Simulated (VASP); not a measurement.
# Ta (P-1) in VASP: notebook, part 2 of 2

VASP 6.6.1. The steps go on from the part before.

## 3. Relaxation of cell and atoms, rSCAN (cell sheared at random, sigma 0.03, atoms nudged by 0.01 Å)

Input file INCAR:

```
ALGO     = Normal         # electronic algorithm
EDIFF    = 1E-7           # SCF threshold, eV
EDIFFG   = -0.02          # ionic threshold
ENCUT    = 600            # plane-wave cutoff, eV
IBRION   = 2              # ionic algorithm
ISIF     = 3              # what is computed and relaxed
ISMEAR   = 1              # smearing method
LASPH    = True           # aspherical terms in the spheres
LCHARG   = False          # write CHGCAR
LMIXTAU  = True         
LREAL    = False          # projectors in reciprocal space
LWAVE    = False          # write WAVECAR
METAGGA  = RSCAN          # meta-GGA
NELM     = 80             # most SCF steps
NSW      = 40             # ionic steps
PREC     = Accurate       # precision mode
SIGMA    = 0.1            # smearing width, eV
```

Input file KPOINTS:

```
k-points
0
Gamma
  8 8 8
```

Input file POSCAR:

```
Ta
1.0
   -1.7138403400      1.6638007000      1.6059510000
    1.6932035700     -1.6823021200      1.6038156500
    1.6862236500      1.6546854300     -1.6244524300
Ta
1
Direct
    0.0000000000      0.0000000000      0.0000000000
```

Potentials or basis: VASP PAW PBE potentials, release 64 (Ta_pv).

Command:

```sh
$ cat potpaw_PBE.64/Ta_pv/POTCAR > POTCAR
$ mpirun -np 1 vasp_std > vasp.out
```

It took 6 min on 1 thread of Intel Xeon 6975P-C (Granite Rapids), shared host; peak memory 0.2 GiB.

Results (log left out):

| Item | Value |
| --- | --- |
| Free energy | -84.4816 eV |
| Relaxed volume | 17.82 Å³/atom |
| Relaxed cell | a = 2.850 Å, b = 2.850 Å, c = 2.850 Å, α = 109.43°, β = 109.50°, γ = 109.50° |
| Space group after relaxing (to 0.05 Å) | Im-3m (No. 229) |
| Energy gained by relaxing | 12.2 meV/atom |
| Ionic steps | 9 |
| Pressure after relaxing | 0.1 GPa |
| Band gap on the k mesh | none (metal or under the smearing width) |

Stress tensor (GPa, compression positive):
```
0.01 0.03 0.02
0.03 0.11 0.01
0.02 0.01 0.11
```

Step by step:
| step | energy change (eV) | largest force (eV/Å) | pressure (GPa) | volume (Å³) |
| --- | --- | --- | --- | --- |
| 1 | 0.0000 | 0.0000 | -1.16 | 18.00 |
| 2 | -0.0094 | 0.0000 | 2.16 | 17.65 |
| 3 | -0.0092 | 0.0000 | 3.31 | 17.56 |
| 4 | -0.0095 | 0.0000 | 2.55 | 17.62 |
| 5 | -0.0100 | 0.0000 | -1.69 | 17.97 |
| 6 | -0.0120 | 0.0000 | 0.36 | 17.80 |
| 7 | -0.0122 | 0.0000 | -0.26 | 17.85 |
| 8 | -0.0122 | 0.0000 | -0.10 | 17.84 |
| 9 | -0.0122 | 0.0000 | 0.08 | 17.82 |

Final structure:
```
CELL_PARAMETERS angstrom
-1.64673 1.64509 1.64501
1.64646 -1.64527 1.64498
1.64622 1.64492 -1.64513
ATOMIC_POSITIONS crystal
Ta 0.00000 0.00000 0.00000
```

Levels at points of the mesh, in eV from the Fermi level:
```csv
k point,band 3,band 4,band 5,band 6,band 7,band 8,band 9
"(0.00, 0.00, 0.00)",-34.17,-8.35,0.80,0.80,0.81,4.32,4.33
"(0.50, 0.00, 0.00)",-34.18,-4.62,-1.64,1.53,4.21,5.28,8.15
"(0.00, 0.50, 0.00)",-34.18,-4.62,-1.62,1.52,4.20,5.27,8.15
"(0.50, 0.50, 0.00)",-34.18,-4.62,-1.63,1.52,4.20,5.28,8.15
"(0.00, 0.00, 0.50)",-34.18,-4.62,-1.62,1.53,4.20,5.27,8.15
"(0.50, 0.00, 0.50)",-34.18,-4.62,-1.62,1.52,4.20,5.27,8.15
"(0.00, 0.50, 0.50)",-34.18,-4.62,-1.64,1.53,4.21,5.28,8.15
"(0.50, 0.50, 0.50)",-35.05,-4.03,-4.02,7.15,7.16,7.16,9.07
```

Caveat: the PAW data sets were made with another functional, which shifts forces and pressure a little. The run has no spin-orbit coupling, so splittings on Ta are missing.

## 4. Relaxation of cell and atoms, r2SCAN+D4 (cell sheared at random, sigma 0.03, atoms nudged by 0.01 Å)

Input file INCAR:

```
SYSTEM = Ta
ALGO = Normal
EDIFF = 1E-6
EDIFFG = -0.005
ENCUT = 600
IBRION = 2
ISIF = 3
ISMEAR = 1
IVDW = 13
LASPH = .True.
LCHARG = .False.
LMIXTAU = .True.
LREAL = .False.
LWAVE = .False.
METAGGA = R2SCAN
NELM = 60
NSW = 40
PREC = Accurate
SIGMA = 0.1
VDW_A1 = 0.51559235
VDW_A2 = 5.77342911
VDW_S6 = 1.0
VDW_S8 = 0.6018749
```

Input file KPOINTS:

```
k-points
0
Gamma
  8 8 8
  0 0 0
```

POSCAR is that of step 3.

Command:

```sh
$ cat potpaw_PBE.64/Ta_pv/POTCAR > POTCAR
$ mpirun -np 1 vasp_std > vasp.out
```

It took 7.3 min on 1 thread of Intel Xeon 6975P-C (Granite Rapids), shared host; peak memory 0.21 GiB.

The run converged. Its results:

| Property | Result |
| --- | --- |
| Free energy | -48.6926 eV |
| Relaxed volume | 17.80 Å³/atom |
| Relaxed cell | a = 2.849 Å, b = 2.849 Å, c = 2.849 Å, α = 109.48°, β = 109.46°, γ = 109.47° |
| Space group after relaxing (to 0.05 Å) | Im-3m (No. 229) |
| Energy gained by relaxing | 12.4 meV/atom |
| Ionic steps | 20 |
| Pressure after relaxing | 0.0 GPa |
| Band gap on the k mesh | none (metal or under the smearing width) |
| Dispersion energy per atom | -0.099 eV |

The path:
```tsv
step	energy change (eV)	largest force (eV/Å)	pressure (GPa)	volume (Å³)
1	0.0000	0.0000	-1.46	18.00
2	-0.0085	0.0000	2.89	17.57
3	-0.0085	0.0000	2.66	17.58
4	-0.0113	0.0000	-0.54	17.84
5	-0.0121	0.0000	0.44	17.76
6	-0.0121	0.0000	0.51	17.76
7	-0.0123	0.0000	-0.41	17.83
8	-0.0123	0.0000	-0.20	17.81
9	-0.0124	0.0000	0.08	17.79
10	-0.0124	0.0000	0.05	17.79
11	-0.0124	0.0000	0.13	17.79
12	-0.0124	0.0000	0.09	17.79
13	-0.0124	0.0000	0.01	17.80
14	-0.0124	0.0000	0.03	17.80
15	-0.0124	0.0000	-0.07	17.80
16	-0.0124	0.0000	-0.02	17.80
17	-0.0124	0.0000	-0.03	17.80
18	-0.0124	0.0000	-0.02	17.80
19	-0.0124	0.0000	0.03	17.80
20	-0.0124	0.0000	0.01	17.80
```

Final structure:
```
CELL_PARAMETERS angstrom
-1.64454 1.64486 1.64470
1.64451 -1.64490 1.64472
1.64447 1.64504 -1.64463
ATOMIC_POSITIONS crystal
Ta 0.00000 0.00000 0.00000
```

Levels at points of the mesh, in eV from the Fermi level:
```
           k point  band 2  band 3  band 4  band 5  band 6  band 7  band 8  band 9
(0.00, 0.00, 0.00)  -34.16  -34.16   -8.41    0.82    0.83    0.83    4.36    4.36
(0.50, 0.00, 0.00)  -34.58  -34.17   -4.64   -1.62    1.50    4.24    5.32    8.20
(0.00, 0.50, 0.00)  -34.58  -34.17   -4.64   -1.63    1.50    4.24    5.32    8.20
(0.50, 0.50, 0.00)  -34.58  -34.17   -4.64   -1.62    1.50    4.24    5.32    8.20
(0.00, 0.00, 0.50)  -34.58  -34.17   -4.64   -1.62    1.50    4.24    5.32    8.20
(0.50, 0.00, 0.50)  -34.58  -34.17   -4.64   -1.63    1.50    4.24    5.32    8.20
(0.00, 0.50, 0.50)  -34.58  -34.17   -4.64   -1.62    1.50    4.24    5.32    8.20
(0.50, 0.50, 0.50)  -35.05  -35.05   -4.05   -4.05    7.21    7.21    7.21    9.12
```

Caveat: the PAW data sets were made with another functional, which shifts forces and pressure a little; pairwise dispersion overbinds metals, which lowers pressure and volume.

## 5. Relaxation of the atoms, r2SCAN

Input file run.py:

```python
from ase.calculators.vasp import Vasp
from ase.io import read
from ase.optimize import FIRE

atoms = read('POSCAR')
calc = Vasp(
    directory='calc',
    xc='r2scan',
    pp='PBE',
    setups='recommended',
    prec='Accurate',
    encut=520,
    ediff=1e-06,
    ismear=1,
    sigma=0.1,
    lreal=False,
    lasph=True,
    nelm=60,
    algo='Normal',
    isif=2,
    lwave=True,
    lcharg=False,
    lmixtau=True,
    kpts=[8, 8, 8],
    gamma=True,
)
atoms.calc = calc
opt = FIRE(atoms, trajectory='relax.traj')
converged = opt.run(fmax=0.01, steps=40)
print('converged:', converged)

print('energy (eV):', atoms.get_potential_energy())
print('free energy (eV):', atoms.get_potential_energy(force_consistent=True))
print('forces (eV/A):')
print(atoms.get_forces())
print('stress (eV/A^3, Voigt):', atoms.get_stress())
print('Fermi level (eV):', calc.get_fermi_level())
print('cell (A, degrees):', atoms.cell.cellpar())
print('volume (A^3):', atoms.get_volume())
print('scaled positions:')
print(atoms.get_scaled_positions())
```

Input file POSCAR:

```
Ta
1.0
   -1.7670730000      1.6789330000      1.6389410000
    1.6834920000     -1.6802750000      1.5523200000
    1.7224710000      1.6351350000     -1.6391880000
Ta
1
Direct
    0.0109600000      0.0165150000     -0.0032240000
```

Command:

```sh
$ python run.py
```

It took 55 s on 1 thread of Intel Xeon 6975P-C (Granite Rapids), shared host; peak memory 0.18 GiB.

Results (log left out):

* Free energy: -48.5658 eV
* Pressure after relaxing: 0.4 GPa
* Band gap on the k mesh: none (metal or under the smearing width)

Stress tensor (GPa, compression positive):
```
-3.17  2.21  3.66
 2.21  0.18 -0.32
 3.66 -0.32  4.31
```

Final structure:
```xyz
1
Lattice="-1.7671 1.6789 1.6389 1.6835 -1.6803 1.5523 1.7225 1.6351 -1.6392" Properties=species:S:1:pos:R:3 pbc="T T T"
Ta    0.0029   -0.0146    0.0489
```

Levels at points of the mesh, in eV from the Fermi level:
```
           k point  band 2  band 3  band 4  band 5  band 6  band 7  band 8  band 9
(0.00, 0.00, 0.00)  -34.22  -34.11   -8.35    0.15    0.76    1.54    3.86    4.89
(0.50, 0.00, 0.00)  -34.64  -34.25   -4.55   -1.99    1.73    4.60    5.63    8.03
(0.00, 0.50, 0.00)  -34.70  -34.29   -4.51   -1.51    1.94    3.63    5.20    8.38
(0.50, 0.50, 0.00)  -34.54  -34.14   -4.65   -1.18    0.99    3.75    5.25    7.75
(0.00, 0.00, 0.50)  -34.62  -34.21   -4.57   -1.02    1.42    3.40    4.78    8.08
(0.50, 0.00, 0.50)  -34.53  -34.16   -4.65   -1.78    1.09    4.44    5.94    7.72
(0.00, 0.50, 0.50)  -34.67  -34.21   -4.56   -2.03    1.70    4.67    5.70    8.12
(0.50, 0.50, 0.50)  -35.07  -34.95   -4.04   -3.89    6.49    7.10    7.73    8.13
```

Caveat: the relaxation stopped at its first step, so nothing moved; the PAW data sets were made with another functional, which shifts forces and pressure a little. The run has no spin-orbit coupling, so splittings on Ta are missing.

## 6. Overview

| task | level | cell | cutoff (eV) | optimiser | gap on the mesh (eV) | pressure (GPa) | relaxed volume (Å³/atom) |
| --- | --- | --- | --- | --- | --- | --- | --- |
| relaxation of cell and atoms | r2SCAN | relaxed from: cell sheared at random, sigma 0.03, atoms nudged by 0.01 Å | 600 | - | none | 0.0 | 17.87 |
| relaxation of cell and atoms | rSCAN | relaxed from: cell sheared at random, sigma 0.03, atoms nudged by 0.01 Å | 600 | - | none | 0.1 | 17.82 |
| relaxation of cell and atoms | r2SCAN+D4 | relaxed from: cell sheared at random, sigma 0.03, atoms nudged by 0.01 Å | 600 | - | none | 0.0 | 17.80 |
| relaxation of the atoms | r2SCAN | atoms relaxed from: cell sheared at random, sigma 0.03, atoms nudged by 0.01 Å; cell strained at random at fixed volume | 520 | FIRE | none | 0.4 | - |

Alike in all rows: potentials or basis VASP PAW PBE potentials, release 64 (Ta_pv); no spin polarisation; k mesh 8 × 8 × 8; smearing methfessel-paxton 0.1 eV.

Caveats: the PAW data sets were made with another functional, which shifts forces and pressure a little; pairwise dispersion overbinds metals, which lowers pressure and volume (some runs); the relaxation stopped at its first step, so nothing moved (some runs).

Total energies depend on the potentials used, so only differences within one code and one set of settings carry meaning.
